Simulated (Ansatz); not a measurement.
CaO built on the zincblende prototype, relaxed with r2SCAN in the PAW code Ansatz. The symmetry is F-43m (No. 216, cubic); conventional cell a = 5.213 Å, 17.71 Å³ an atom. Ca is surrounded by 4 O at 2.26 Å; O is surrounded by 4 Ca at 2.26 Å.

The axes x, y and z are those of this cell:
```yaml
crystal:
  lattice:
    - [0.00000, 2.60673, 2.60673]
    - [2.60673, 0.00000, 2.60673]
    - [2.60673, 2.60673, 0.00000]
  atoms:
    - { symbol: Ca, position: [0.00000, 0.00000, 0.00000] }
    - { symbol: O, position: [0.25000, 0.25000, 0.25000] }
```

Unstrained: With PBE the valence top lies at W and the conduction bottom at Γ, 3.333 eV higher; the smallest vertical gap, at Γ, is 3.954 eV. With r2SCAN the valence top lies at W and the conduction bottom at Γ, 3.759 eV higher; the smallest vertical gap, at Γ, is 4.375 eV. With HSE06 the valence top lies at X and the conduction bottom at Γ, 4.728 eV higher; the smallest vertical gap, at Γ, is 5.346 eV. Meshes: PBE 8×8×8, r2SCAN 8×8×8, HSE06 6×6×6. Strains are changes of length per length. After each strain the atoms were relaxed again with r2SCAN within the symmetry that the strain leaves, so tilts or polar shifts that break it weren't tested; points keep the names that they have in the unstrained zone. Under uniaxial strain the other axes carry as much stress as the strained one: the cell is very soft in shear and may be mechanically unstable. No spin polarisation and no zero-point or thermal motion; the cell was built from a prototype and may be hypothetical.

(1) Apply uniaxial +2.65 % along z, other directions held. How far does the gap move, against the unstrained cell?

(2) Estimate what uniaxial -4.07 % along x, other directions held does to the gap.

(3) Estimate what isotropic +4.82 % on every length does to the gap.

(4) Order the strained cells by their HSE06 gap, smallest first.
A. uniaxial +2.65 % along z, other directions held
B. isotropic +4.82 % on every length
C. uniaxial -4.07 % along x, other directions held

Answers

(1) PBE: the gap goes from 3.333 to 3.217 eV (-0.116 eV); the edges move from W → Γ to X → Γ. r2SCAN: the gap goes from 3.759 to 3.640 eV (-0.119 eV); the edges move from W → Γ to X → Γ. HSE06: the gap goes from 4.728 to 4.594 eV (-0.134 eV). The r2SCAN energy rises by 3.7 meV an atom.

(2) PBE: the gap goes from 3.333 to 3.451 eV (+0.118 eV); the edges move from W → Γ to X → Γ. r2SCAN: the gap goes from 3.759 to 3.881 eV (+0.122 eV); the edges move from W → Γ to X → Γ. HSE06: the gap goes from 4.728 to 4.857 eV (+0.129 eV). The r2SCAN energy rises by 8.3 meV an atom.

(3) PBE: the gap goes from 3.333 to 2.853 eV (-0.480 eV); the edges move from W → Γ to X → Γ. r2SCAN: the gap goes from 3.759 to 3.267 eV (-0.492 eV); the edges move from W → Γ to X → Γ. HSE06: the gap goes from 4.728 to 4.180 eV (-0.548 eV). The r2SCAN energy rises by 82.9 meV an atom.

(4) B (4.18 eV), A (4.59 eV), C (4.86 eV).

The meshes of the hybrids are coarse, so their gaps aren't converged to the digits shown.
